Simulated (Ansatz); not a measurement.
## Spin–orbit splittings in LiBr

```xyz
2
Lattice="0.0000 2.7445 2.7445 2.7445 0.0000 2.7445 2.7445 2.7445 0.0000" Properties=species:S:1:pos:R:3 pbc="T T T"
Li    0.0000    0.0000    0.0000
Br    2.7445    2.7445    2.7445
```

Atoms are numbered in the order listed.

Conventional cell: a = 5.489 Å, b = 5.489 Å, c = 5.489 Å, α = 90.00°, β = 90.00°, γ = 90.00°. Li (atom 1) is surrounded by 6 Br at 2.74 Å. Around Br (atom 2) lie 6 Li at 2.74 Å.

The cell is COD entry 1011363, as deposited and not checked against the literature; nothing was relaxed. It is an old determination, and later ones may differ.

All numbers are computed: DFT, PBE, all-electron LAPW, scalar-relativistic (Ansatz 0.2.0); DFT, PBE, all-electron LAPW, Dirac equation with spin-orbit coupling (Ansatz 0.2.0).

Numerical set-up: a Γ-centred 8×8×8 k mesh, Fermi–Dirac smearing of 0.03 eV, basis error target 1 meV/atom, no spin polarisation.

Levels between -8 and 5 eV, each run counted from its own valence-band top. Scalar levels are listed once for both spins; with the coupling every spinor state is counted. Levels near the edges of the range can cross them.

Question: At Γ (0.000, 0.000, 0.000) the scalar-relativistic levels are 0.00 (×3), 4.96. What are they with spin–orbit coupling?

Answer: -0.55 (×2), 0.00 (×4), 4.79 (×2).

Question: At L (0.500, 0.500, 0.500) the scalar-relativistic levels are -2.91, -0.27 (×2). What are they with spin–orbit coupling?

Answer: -3.10 (×2), -0.61 (×2), -0.27 (×2).

Question: At X (0.500, 0.000, 0.500) the scalar-relativistic levels are -2.91, -1.15 (×2). What are they with spin–orbit coupling?

Answer: -3.11 (×2), -1.46 (×2), -1.18 (×2).

Question: Without the coupling the gap is 4.96 eV, direct at Γ. And with it?

Answer: 4.79 eV, direct at Γ.
